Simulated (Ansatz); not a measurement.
Crystal: TaN.

```
Ta N
1.0
     5.19600    0.00000    0.00000
    -2.59800    4.49987    0.00000
     0.00000    0.00000    2.91100
Ta N
3 3
Direct
  0.00000 0.00000 0.00000
  0.66667 0.33333 0.50000
  0.33333 0.66667 0.50000
  0.00000 0.39285 0.00000
  0.60715 0.60715 0.00000
  0.39285 0.00000 0.00000
```

Base run:

* Program: Ansatz 0.2.0
* Functional: r2SCAN
* Potentials or basis: Ansatz PAW
* Cutoff: 500 eV
* Density cutoff: 2000 eV
* k mesh: 5 × 5 × 7
* Occupations: fermi-dirac, width 0.05 eV
* Spin: spin-orbit coupling, no magnetisation

Its results: band gap on the k mesh none (metal or under the smearing width); pressure -0.1 GPa; largest force 0.061 eV/Å.

**Question.** The run is repeated on the same cell with these changes: functional from r2SCAN to LDA; cutoff from 500 eV to 420 eV; density cutoff from 2000 eV to 1680 eV. What comes out?

**Answer.** Band gap on the k mesh none (metal or under the smearing width); pressure -10.4 GPa; largest force 0.062 eV/Å.

Caveats: the PAW data sets come from PBE, with cores solved anew for the run's functional, which leaves a small shift of forces and pressure.

Not every run made on this cell is shown here.
